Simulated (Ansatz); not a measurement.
# Si2W (I4/mmm) in Ansatz: a series of runs

Runs on Si2W. Level: PBE+U. Tasks: band structure.

Program: Ansatz 0.2.0. These are calculated values, not measurements. Logs are shortened: lines on timing, memory, paths and dates and some standing lists are left out, and cuts for length are marked.

### Step 1. Starting point

Symmetry: I4/mmm, No. 139, tetragonal system. Conventional cell: a = 3.214 Å, b = 3.214 Å, c = 7.830 Å, α = 90.00°, β = 90.00°, γ = 90.00°. W (site symmetry 4/mmm) has 10 Si at 2.62 Å as nearest neighbours. Si (site symmetry 4mm) has 5 Si at 2.59 to 2.63 Å and 5 W at 2.62 Å as nearest neighbours.

### Step 2. Band structure, PBE+U

Contents of input.yaml:

```yaml
crystal:
  lattice:
    - [-1.6069, 1.6069, 3.91495]
    - [1.6069, -1.6069, 3.91495]
    - [1.6069, 1.6069, -3.91495]
  atoms:
    - { symbol: W, position: [0.0, 0.0, 0.0] }
    - { symbol: Si, position: [0.6653, 0.6653, 0.0] }
    - { symbol: Si, position: [0.3347, 0.3347, 0.0] }
hamiltonian:
  xc: pbe
  pseudopotentials: { kind: paw }
  hubbard: { sites: [{ species: W, l: d, u_eff: 4.0 }] }
kpoints:
  mp_grid: { grid: [12, 12, 12] }
  band_path:
    path:
      - [[0.0, 0.0, 0.0], [0.0, 0.0, 0.5], [-0.084235521, 0.084235521, 0.5], [-0.2921177605, 0.2921177605, 0.2921177605], [0.0, 0.0, 0.0], [0.5, 0.5, -0.5], [0.2921177605, 0.7078822395, -0.2921177605], [0.0, 0.5, 0.0], [0.25, 0.25, 0.25], [0.5, 0.5, -0.084235521], [0.5, 0.5, -0.5]]
      - [[0.0, 0.0, 0.5], [0.25, 0.25, 0.25]]
    npoints: 14
scf:
  occupations: { method: fermi_dirac, width: 0.05 }
  n_extra_bands: 7
output:
  forces: true
  stress: true
  eigenvalues: true
  fatbands: true
```

Potentials or basis: Ansatz PAW.

On the command line:

```
ansatz run input.yaml --threads 2 --pin off --max-ram 5632MiB --backend cpu --events-out ev --progress --plain --runs-dir out
```

What it wrote:

```text
Warning: RAYON_NUM_THREADS=2 ignored (pool sized by the plan → 2); use --threads N
W: projections on atomic orbitals take those of the free atom [Kr 4d10 4f14] 5s2 5p6 5d4 6s2, of charge +0.00 (hamiltonian.pseudopotentials.projection_atoms); the dataset's partial waves leave at most 6.5e-5 of an orbital's norm unspanned inside its sphere
Si: projections on atomic orbitals take those of the free atom [Ne] 3s2 3p2, of charge +0.00 (hamiltonian.pseudopotentials.projection_atoms); the dataset's partial waves leave at most 6.1e-8 of an orbital's norm unspanned inside its sphere
scf.n_extra_bands = 7 over 11 filled bands (N_el = 22.0): the run solves 18 bands
Engine: ansatz 0.2.0, aarch64-unknown-linux-gnu
Pseudopotentials: kind: paw
Pseudopotential: W, paw, valence charge 14, recommended cutoff 420 eV (normal), W.paw.azcp
Pseudopotential: Si, paw, valence charge 4, recommended cutoff 420 eV (normal), Si.paw.azcp
Functional definition: PBE
  parameter kappa = 0.804
  parameter beta = 0.06672455060314922
  exchange = pbe_x(kappa = kappa, mu = beta*pi^2/3)
  correlation = pbe_c(beta = beta)
Crystal: 3 atoms, lattice volume = 40.436 Å³
Basis set: ecut = 420 eV, 793 PW (Γ), exchange–correlation on 64×64×64 points (8 copies of the dense FFT grid, shifted against one another)
Bands: 18, of which v1, the nominal top of the filled ones, is band 11 counted from 1 (10 counted from 0)
Symmetry: 16 space group operations
Space group: I4/mmm (ITA 139), of the structure as read, at distance tolerance 3.4e-5 Å
k-points: 163 of 1728
Non-local potential: W, projectors of the file, l = 0: 3, l = 1: 2, l = 2: 2, l = 3: 1
Non-local potential: Si, projectors of the file, l = 0: 2, l = 1: 2, l = 2: 2
PAW form: soft (Blöchl's): semilocal exchange-correlation on the pseudo side does not see the compensation charge
PAW one-centre angular grid: W, 590 points (default); XC on 64 Gauss nodes
PAW one-centre angular grid: Si, 110 points (default); XC on 64 Gauss nodes
Initial density: superposition of atomic densities (chi_scale 0.1, normalization cell, long waves kept (reshape's long-wave potential 0.00 eV rms))
Initial wavefunctions: pseudopotential atomic-orbital guess
Functional: x = pbe(κ = 0.804, μ = 0.2195149727645171), c = pbe(β = 0.06672455060314922)
SCF iter   1: F=—  HF=-11652.494006 eV  |F-HF|=—  |Δ(HF+E_count)|=         —  Δρ=5.59e-2  dr2=1.55e0  ethr=3.10e-3  ⟨swp⟩=5.4  Hψ=16264  notcnv=0  defer=4
preconditioner: auto → Kerker (q_TF=auto, 2.465 Å⁻¹)  [metal: Δε(μ)=0.029 eV  Ē_g=9.911 eV  σ=0.050 eV  W_gap=0.14  n_scr=10 (ndim 8)  ℏωp=21.8 eV  f_vac=0.000  D(μ)=0.37/eV (n_scr^D=0)]
SCF iter   2: F=—  HF=-11652.404934 eV  |F-HF|=—  |Δ(HF+E_count)|=   8.91e-2  Δρ=2.60e-2  dr2=1.82e-1  ethr=3.10e-3  ⟨swp⟩=2.8  Hψ=6399  notcnv=0  defer=261
SCF iter   3: F=—  HF=-11652.598318 eV  |F-HF|=—  |Δ(HF+E_count)|=   1.93e-1  Δρ=1.36e-2  dr2=1.02e-1  ethr=8.26e-4  ⟨swp⟩=2.2  Hψ=4207  notcnv=0  defer=262
SCF iter   4: F=—  HF=-11652.595921 eV  |F-HF|=—  |Δ(HF+E_count)|=   2.40e-3  Δρ=4.51e-3  dr2=7.20e-3  ethr=4.62e-4  ⟨swp⟩=2.3  Hψ=4772  notcnv=0  defer=266
SCF iter   5: F=—  HF=-11652.597040 eV  |F-HF|=—  |Δ(HF+E_count)|=   1.12e-3  Δρ=1.02e-3  dr2=2.86e-4  ethr=3.27e-5  ⟨swp⟩=2.1  Hψ=3905  notcnv=0  defer=264
SCF iter   6: F=—  HF=-11652.597122 eV  |F-HF|=—  |Δ(HF+E_count)|=   8.25e-5  Δρ=1.26e-4  dr2=4.38e-6  ethr=1.30e-6  ⟨swp⟩=2.4  Hψ=3774  notcnv=0  defer=264
SCF iter   7: F=—  HF=-11652.597123 eV  |F-HF|=—  |Δ(HF+E_count)|=   1.22e-6  Δρ=1.13e-5  dr2=3.67e-8  ethr=4.55e-10  ⟨swp⟩=8.6  Hψ=16586  notcnv=0
SCF iter   8: F=-11652.597123 eV  HF=-11652.597123 eV  |F-HF|=7.19e-10  |Δ(HF+E_count)|=   8.05e-9  Δρ=1.44e-6  dr2=1.30e-9  ethr=1.67e-10  ⟨swp⟩=2.0  Hψ=9588  notcnv=0
SCF 1 converged in 8 iterations: F = -11652.597123 eV  dr2 = 1.30e-9
NSCF: frozen V_eff on 156 k-points
SCF converged after 8 iterations
Free energy (F): -11652.597123 eV
Harris-Foulkes:  -11652.597123 eV  (|F-HF|=7.19e-10)
Internal energy: -11652.594748 eV  (E = F + TS)
E sigma→0 (E₀):  -11652.595936 eV
Entropy (-TS):   -0.002375 eV (-0.792 meV/atom)
Fermi energy:    16.650978 eV
--- Per-component energies (eV) ---
  E_band       = -79.698618
  E_kinetic    = 542.181327
  E_local      = -948.858028  (includes V_loc(G=0)·N_el)
  E_nonlocal   = 50.733305
  E_hartree    = 373.635633
  E_xc         = -382.104524
  E_vxc        = -338.838172  (∫ρ·V_xc dr)
  E_hubbard    = 4.818053  (on-site DFT+U / exact-exchange correction)
  E_vhub       = -1.356189  (the Hubbard potential's part of the band-sum identity)
  E_paw        = -9588.517821  (= ΣΔE_a)
  E_vpaw       = -130.830988  (= ΣTr[D̂ρ^β])
  E_aug_tail   = -0.000068  (compensation charges beyond the density's cutoff)
  E_ewald      = -1704.482625
  E_smearing   = -0.002375  (= −TS)
  E_closure    = 0.000000  (closes the sum)
  Σ components = -11652.597123   (vs F -11652.597123, Δ=0.00e0)
--- Forces (eV/Å), atoms counted from 1 ---
  atom   1  W     -0.00000000    -0.00000000     0.00000000
  atom   2  Si    -0.00000000    -0.00000000    -0.17862396
  atom   3  Si    -0.00000000    -0.00000000     0.17862396
  max |Σ_I F_I| component: 1.11e-16 eV/Å
--- Stress (GPa, compression-positive) ---
        3.050673      -0.000000       0.000000
       -0.000000       3.050673       0.000000
        0.000000       0.000000       1.710159
  P = ⅓ Tr σ = 2.6038 GPa (26.038 kbar)
--- Band table (eV; the first three rows and the last of 163) ---
  k-point 0: bands = ["-56.8241", "-21.1378", "-21.1242", "-21.1242", "2.6510", "9.9358", "12.9950", "13.6759", "13.6759", "13.8106", "17.0829", "19.4660", "19.6449", "19.8197", "19.8197", "21.5011", "22.2841", "22.2841"]
  k-point 1: bands = ["-56.8231", "-21.1387", "-21.1367", "-21.1350", "2.8754", "10.1379", "12.2513", "13.1428", "13.8432", "14.4632", "16.1028", "19.1216", "19.9857", "20.0048", "20.2236", "21.4543", "22.5421", "22.9446"]
  k-point 2: bands = ["-56.8204", "-21.1769", "-21.1709", "-21.1275", "3.5239", "10.6357", "11.5043", "12.0750", "13.9631", "14.4036", "15.0201", "19.0445", "20.3722", "20.4187", "20.8291", "21.0149", "23.9254", "23.9304"]
  k-point 162: bands = ["-56.8239", "-21.1556", "-21.1255", "-21.1255", "4.9049", "5.7339", "13.2636", "14.2774", "15.8768", "15.8768", "15.9195", "15.9195", "17.2607", "21.2316", "21.6312", "22.9068", "24.6488", "25.3852"]
Occupation matrices written to <dir>
```

It took 7.6 s on 2 threads of Arm Neoverse V2, shared host; peak memory 0.44 GiB.

What came out:

```
Free energy            : -11652.5971 eV
Pressure               : 2.6 GPa
Largest force          : 0.179 eV/Å
Band gap on the k mesh : none (metal or under the smearing width)
```

Forces on the atoms (eV/Å):
```
W    0.000  0.000  0.000
Si   0.000  0.000 -0.179
Si   0.000  0.000  0.179
```

Levels at the corners of the path, in eV from the Fermi level:
```csv
point,band 9,band 10,band 11,band 12,band 13,band 14
Γ,-2.98,-2.84,0.43,2.82,2.99,3.17
X,-4.92,-3.46,-1.65,2.89,3.38,3.52
Y,-4.09,-3.32,-2.22,1.98,2.58,3.25
S,-2.79,-2.58,-0.57,2.01,2.82,3.54
Γ,-2.98,-2.84,0.43,2.82,2.99,3.17
Z,-0.77,-0.77,-0.73,-0.73,0.61,4.58
S1,-2.79,-2.58,-0.57,2.01,2.82,3.54
N,-2.93,-2.64,-0.69,2.85,3.14,4.02
P,-2.97,-2.46,-2.46,0.22,3.52,3.86
Y1,-4.09,-3.32,-2.22,1.98,2.58,3.25
Z,-0.77,-0.77,-0.73,-0.73,0.61,4.58
X,-4.92,-3.46,-1.65,2.89,3.38,3.52
P,-2.97,-2.46,-2.46,0.22,3.52,3.86
```

Eigenvalues of the final occupation matrices:
| site | spin | trace | eigenvalues |
| --- | --- | --- | --- |
| site 1 | 1 | 2.75 | 0.42 0.48 0.60 0.62 0.62 |

Caveat: spin-orbit coupling is left out, which moves the levels of the heavy elements; U without spin polarisation on a metal has little footing; the U is typed as a test and isn't derived for this compound.

### Step 3. Band structure, PBE+U

input.yaml: that of step 2 with these lines changed.

```diff
@@ -12,3 +12,3 @@
   pseudopotentials: { kind: paw }
-  hubbard: { sites: [{ species: W, l: d, u_eff: 4.0 }] }
+  hubbard: { sites: [{ species: W, l: d, u_eff: 5.0 }] }
 kpoints:
@@ -27,2 +27,6 @@
   eigenvalues: true
-  fatbands: true
+  fatbands: false
+  write_density: true
+  write_potential: true
+  elf: true
+  volumetric_format: npy
```

Potentials or basis: Ansatz PAW.

On the command line:

```
ansatz run input.yaml --threads 2 --pin off --max-ram 5632MiB --backend cpu --events-out ev --progress --plain --runs-dir out
```

Run time: 6.8 s. Hardware: 2 threads of Arm Neoverse V2, shared host; peak memory 0.48 GiB.

The run converged. Its results:

| Property | Result |
| --- | --- |
| Free energy | -11651.3961 eV |
| Pressure | 2.5 GPa |
| Largest force | 0.254 eV/Å |
| Band gap on the k mesh | none (metal or under the smearing width) |

Forces on the atoms (eV/Å):
```
W    0.000  0.000  0.000
Si   0.000  0.000 -0.254
Si   0.000  0.000  0.254
```

Stress tensor (GPa, compression positive):
```
3.17 0.00 0.00
0.00 3.17 0.00
0.00 0.00 1.23
```

Levels at the corners of the path, in eV from the Fermi level:
```
point  band 7  band 8  band 9  band 10  band 11  band 12  band 13  band 14  band 15  band 16
    Γ   -3.61   -3.00   -3.00    -2.63     0.38     2.86     3.03     3.22     3.22     4.95
    X   -5.89   -5.40   -4.86    -3.51    -1.60     2.93     3.49     3.75     3.79     4.47
    Y   -5.77   -4.97   -4.07    -3.37    -2.17     2.00     2.77     3.35     5.15     5.62
    S   -7.56   -2.85   -2.66    -2.59    -0.63     2.10     2.96     3.56     4.49     4.55
    Γ   -3.61   -3.00   -3.00    -2.63     0.38     2.86     3.03     3.22     3.22     4.95
    Z   -3.19   -2.27   -0.79    -0.79    -0.73    -0.73     0.56     4.63     5.04     6.31
   S1   -7.56   -2.85   -2.66    -2.59    -0.63     2.10     2.96     3.56     4.49     4.55
    N   -5.61   -4.73   -2.96    -2.56    -0.75     2.89     3.32     4.06     4.52     5.22
    P   -6.62   -6.52   -2.94    -2.45    -2.45     0.29     3.75     3.96     4.12     4.12
   Y1   -5.77   -4.97   -4.07    -3.37    -2.17     2.00     2.77     3.35     5.15     5.62
    Z   -3.19   -2.27   -0.79    -0.79    -0.73    -0.73     0.56     4.63     5.04     6.31
    X   -5.89   -5.40   -4.86    -3.51    -1.60     2.93     3.49     3.75     3.79     4.47
    P   -6.62   -6.52   -2.94    -2.45    -2.45     0.29     3.75     3.96     4.12     4.12
```

Eigenvalues of the final occupation matrices:
```csv
site,spin,trace,eigenvalues
site 1,1,2.75,0.41 0.48 0.61 0.63 0.63
```

Caveat: spin-orbit coupling is left out, which moves the levels of the heavy elements; U without spin polarisation on a metal has little footing; the U is typed as a test and isn't derived for this compound.

### Step 4. Band structure, PBE+U

input.yaml: that of step 3 with these lines changed.

```diff
@@ -12,3 +12,3 @@
   pseudopotentials: { kind: paw }
-  hubbard: { sites: [{ species: W, l: d, u_eff: 5.0 }] }
+  hubbard: { sites: [{ species: W, l: d, u_eff: 6.0 }] }
 kpoints:
@@ -28,5 +28 @@
   fatbands: false
-  write_density: true
-  write_potential: true
-  elf: true
-  volumetric_format: npy
```

On the command line:

```
ansatz run input.yaml --threads 2 --pin off --max-ram 5632MiB --backend cpu --events-out ev --progress --plain --runs-dir out
```

Run time: 6.5 s. Hardware: 2 threads of Arm Neoverse V2, shared host; peak memory 0.44 GiB.

The run converged. Its results:

```yaml
Free_energy: -11650.2027 eV
Pressure: 2.5 GPa
Largest_force: 0.325 eV/Å
Band_gap_on_the_k_mesh: none (metal or under the smearing width)
```

Forces in eV/Å, atoms in the order of the input:
```
W    0.000  0.000  0.000
Si   0.000  0.000 -0.325
Si   0.000  0.000  0.325
```

Stress tensor (GPa, compression positive):
```
3.36 0.00 0.00
0.00 3.36 0.00
0.00 0.00 0.82
```

Levels at the corners of the path, in eV from the Fermi level:
```csv
point,band 7,band 8,band 9,band 10,band 11,band 12,band 13,band 14,band 15,band 16
Γ,-3.54,-3.00,-3.00,-2.37,0.34,2.93,3.10,3.30,3.30,5.09
X,-5.82,-5.33,-4.78,-3.54,-1.51,3.01,3.64,3.79,4.03,4.55
Y,-5.69,-4.88,-4.02,-3.40,-2.10,2.04,3.00,3.49,5.19,5.75
S,-7.47,-2.87,-2.59,-2.50,-0.68,2.21,3.15,3.61,4.55,4.61
Γ,-3.54,-3.00,-3.00,-2.37,0.34,2.93,3.10,3.30,3.30,5.09
Z,-2.94,-2.14,-0.83,-0.83,-0.66,-0.66,0.52,4.70,5.12,6.40
S1,-7.47,-2.87,-2.59,-2.50,-0.68,2.21,3.15,3.61,4.55,4.61
N,-5.53,-4.65,-2.98,-2.45,-0.80,2.95,3.55,4.13,4.59,5.30
P,-6.59,-6.44,-2.88,-2.41,-2.41,0.39,4.03,4.10,4.17,4.17
Y1,-5.69,-4.88,-4.02,-3.40,-2.10,2.04,3.00,3.49,5.19,5.75
Z,-2.94,-2.14,-0.83,-0.83,-0.66,-0.66,0.52,4.70,5.12,6.40
X,-5.82,-5.33,-4.78,-3.54,-1.51,3.01,3.64,3.79,4.03,4.55
P,-6.59,-6.44,-2.88,-2.41,-2.41,0.39,4.03,4.10,4.17,4.17
```

Eigenvalues of the final occupation matrices:
| site | spin | trace | eigenvalues |
| --- | --- | --- | --- |
| site 1 | 1 | 2.76 | 0.40 0.47 0.62 0.63 0.63 |

Caveat: spin-orbit coupling is left out, which moves the levels of the heavy elements; U without spin polarisation on a metal has little footing; the U is typed as a test and isn't derived for this compound.

### Step 5. Overview

```tsv
U	gap on the mesh (eV)	pressure (GPa)	largest force (eV/Å)
W d U = 4 eV	none	2.6	0.18
W d U = 5 eV	none	2.5	0.25
W d U = 6 eV	none	2.5	0.32
```

Alike in all rows: task band structure; level PBE+U; potentials or basis Ansatz PAW; no spin polarisation; cell as given; k mesh 12 × 12 × 12; cutoff (eV) 420; smearing fermi-dirac 0.05 eV.

Every run on the cell as given and a fine mesh finds a metal.

Caveats: spin-orbit coupling is left out, which moves the levels of the heavy elements; U without spin polarisation on a metal has little footing; the U is typed as a test and isn't derived for this compound.

Absolute energies hang on the potentials; compare differences alone.
